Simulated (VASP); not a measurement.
The system is Ni.

```
Ni
1.0
     2.48875    0.00000    0.00000
    -1.24437    2.15532    0.00000
     0.00000    0.00000    4.06412
Ni
2
Direct
  0.33333 0.66667 0.25000
  0.66667 0.33333 0.75000
```

This isn't the form of Ni at room conditions, which is fcc.

```yaml
Program: VASP 6.6.1
Task: relaxation of cell and atoms
Functional: LDA
Potentials_or_basis: VASP PAW LDA potentials, release 64 (Ni)
Cutoff: 600 eV
k_mesh: 21 × 21 × 10
Occupations: gaussian, width 0.1 eV
Spin: collinear spin, ferromagnetic start
Starting_moments: "[1.0, 1.0] μB"
```

At the start: pressure -16.7 GPa; volume 10.90 Å³/atom.

Question: How do energy, volume and symmetry change on relaxing?

Answer: Over 12 steps the energy falls by 48.5 meV/atom and the volume is 10.05 Å³/atom (-7.8 %); space group P6_3/mmc (No. 194, to 0.05 Å); moment 1.14 μB per cell.

Step by step:
| step | energy change (eV) | largest force (eV/Å) | pressure (GPa) | volume (Å³) |
| --- | --- | --- | --- | --- |
| 1 | 0.0000 | 0.0000 | -16.72 | 21.80 |
| 2 | 0.0354 | 0.0000 | 27.42 | 18.40 |
| 3 | -0.0967 | 0.0000 | -0.36 | 20.12 |
| 4 | -0.0967 | 0.0000 | 0.09 | 20.09 |
| 5 | -0.0969 | 0.0000 | 0.06 | 20.09 |
| 6 | -0.0970 | 0.0000 | 0.06 | 20.09 |
| 7 | -0.0970 | 0.0000 | 0.07 | 20.09 |
| 8 | -0.0970 | 0.0000 | 0.07 | 20.09 |
| 9 | -0.0970 | 0.0000 | 0.07 | 20.09 |
| 10 | -0.0970 | 0.0000 | 0.07 | 20.09 |
| 11 | -0.0970 | 0.0000 | -0.08 | 20.10 |
| 12 | -0.0970 | 0.0000 | 0.00 | 20.09 |

Final structure:
```cif
data_structure
_symmetry_space_group_name_H-M 'P 1'
_symmetry_Int_Tables_number 1
_cell_length_a 2.4165
_cell_length_b 2.4165
_cell_length_c 3.9732
_cell_angle_alpha 90.000
_cell_angle_beta 90.000
_cell_angle_gamma 120.000
_cell_volume 20.09
loop_
_atom_site_label
_atom_site_type_symbol
_atom_site_fract_x
_atom_site_fract_y
_atom_site_fract_z
_atom_site_occupancy
Ni1 Ni 0.33333 0.66667 0.25000 1
Ni2 Ni 0.66667 0.33333 0.75000 1
```
